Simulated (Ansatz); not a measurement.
**B, alpha-rhombohedral (B12): how the functional moves the structure**

All rows: Ansatz, plane waves with scalar-relativistic PAW, 420 eV (500 eV for the SCAN forms), relaxed under each functional, no dispersion correction, no zero-point motion. B₀ comes from uniform scaling at fixed shape; a dash is a value not given.

The measured cell (COD entry 9011036) has a = 4.908 Å, c = 12.567 Å (c/a = 2.561), 7.28 Å³/atom.

```
functional  V (Å³/atom)                                     cell     magnetic state
       PBE         7.24  a = 4.899 Å, c = 12.545 Å (c/a = 2.561)  spin not included
    r²SCAN         7.22  a = 4.899 Å, c = 12.513 Å (c/a = 2.554)  spin not included
    PBEsol         7.15  a = 4.877 Å, c = 12.498 Å (c/a = 2.563)  spin not included
       LDA         6.99  a = 4.841 Å, c = 12.393 Å (c/a = 2.560)  spin not included
    revPBE         7.34  a = 4.921 Å, c = 12.605 Å (c/a = 2.561)  spin not included
      RPBE         7.37  a = 4.927 Å, c = 12.622 Å (c/a = 2.562)  spin not included
```

Question: What does BLYP give?

Answer: V (Å³/atom): 7.39; cell: a = 4.941 Å, c = 12.590 Å (c/a = 2.548); magnetic state: spin not included.

Question: Which functional comes closest to the measured volume?

Answer: PBE, off by -0.5 %. The measured value holds thermal expansion and zero-point motion, which the calculations lack.
